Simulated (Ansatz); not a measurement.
# AlN: the cost of one run

Program: Ansatz 0.2.0. Level of theory: DFT r2SCAN, scalar-relativistic, plane waves, PAW. These are calculated values, not measurements.

## Step 1: The structure to begin with

The structure is hexagonal, space group P6_3mc (No. 186). Conventional cell: a = 3.107 Å, b = 3.107 Å, c = 4.978 Å, α = 90.00°, β = 90.00°, γ = 120.00°. Al (site symmetry 3m) is surrounded by 4 N at 1.89 to 1.90 Å. N (site symmetry 3m) has 4 Al at 1.89 to 1.90 Å in its first shell of neighbours.

Structure file:

```
Al N
1.0
     3.10667    0.00000    0.00000
    -1.55333    2.69045    0.00000
     0.00000    0.00000    4.97840
Al N
2 2
Direct
  0.33333 0.66667 0.00169
  0.66667 0.33333 0.50169
  0.33333 0.66667 0.38331
  0.66667 0.33333 0.88331
```

This cell was relaxed beforehand with the same method: volume 10.40 Å³/atom, gap on the mesh 4.88 eV.

## Step 2: Zero of the scan

input.yaml reads:

```yaml
crystal:
  lattice:
    - [3.1066653386, 0.0, 0.0]
    - [-1.5533326693, 2.6904511043, 0.0]
    - [0.0, 0.0, 4.9784048354]
  atoms:
    - { symbol: Al, position: [0.3333333333, 0.6666666667, 0.0016929024] }
    - { symbol: Al, position: [0.6666666667, 0.3333333333, 0.5016929024] }
    - { symbol: "N", position: [0.3333333333, 0.6666666667, 0.3833070976] }
    - { symbol: "N", position: [0.6666666667, 0.3333333333, 0.8833070976] }
basis:
  ecutwfc: 500
kpoints:
  mp_grid: { grid: [12, 12, 6] }
hamiltonian:
  xc: r2scan
scf:
  occupations: { method: gaussian, width: 0.05 }
output:
  forces: true
  stress: true
  eigenvalues: true
```

Run with:

```
> ansatz run input.yaml --threads 1 --pin off --max-ram 2560MiB --backend cpu --events-out ev --progress --plain --runs-dir out
```

What time and memory should one allow on 1 thread of Intel Xeon Platinum 8375C at 2.90GHz (Ice Lake), shared host?

About 6.7 s, with a peak of 0.49 GiB.
